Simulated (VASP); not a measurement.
Wanted: the native input for a VASP 6.6.1 run.

- Task: relaxation of cell and atoms
- Functional: PBEsol
- Potentials or basis: VASP PAW PBE potentials, release 64 (Na_pv, I)
- Cutoff: 600 eV
- k mesh: 8 × 8 × 8
- Occupations: gaussian, width 0.03 eV
- Spin: no spin polarisation
- Further INCAR settings: ALGO = Normal; EDIFF = 1e-06; IBRION = 2; EDIFFG = -0.01; NSW = 90; ISIF = 3

The structure of NaI lies in POSCAR:

```
NaI
1.0
    0.0000000000      3.2364000000      3.2364000000
    3.2364000000      0.0000000000      3.2364000000
    3.2364000000      3.2364000000      0.0000000000
Na I
1 1
Direct
    0.0000000000      0.0000000000      0.0000000000
    0.5000000000      0.5000000000      0.5000000000
```

One way to write it, as run:

INCAR

```
SYSTEM = NaI
PREC = Accurate
ENCUT = 600
EDIFF = 1E-6
ISMEAR = 0
SIGMA = 0.03
LREAL = .FALSE.
LASPH = .TRUE.
NELM = 80
ALGO = Normal
ISIF = 3
LWAVE = .FALSE.
LCHARG = .FALSE.
GGA = PS
IBRION = 2
NSW = 90
EDIFFG = -0.01
```

KPOINTS

```
regular mesh
0
G
  8 8 8
  0 0 0
```

Potentials or basis: VASP PAW PBE potentials, release 64 (Na_pv, I).

The run is started by

```sh
$ cat potpaw_PBE.64/Na_pv/POTCAR potpaw_PBE.64/I/POTCAR > POTCAR
$ mpirun -np 1 vasp_std > vasp.out
```

Results of the run:

```
Relaxed volume                         : 32.94 Å³/atom
Relaxed cell                           : a = 4.533 Å, b = 4.533 Å, c = 4.533 Å, α = 60.00°, β = 60.00°, γ = 60.00°
Space group after relaxing (to 0.05 Å) : Fm-3m (No. 225)
Energy gained by relaxing              : 1.6 meV/atom
Ionic steps                            : 3
Pressure after relaxing                : 0.0 GPa
Band gap on the k mesh                 : 3.58 eV, direct
```

Caveat: the PAW data sets were made with another functional, which shifts forces and pressure a little; spin-orbit coupling is left out, which moves the levels of the heavy elements.

Wall time 47 s on 1 thread of Intel(R) Xeon(R) Platinum 8559C (Emerald Rapids), on a shared host, peak memory 0.25 GiB.
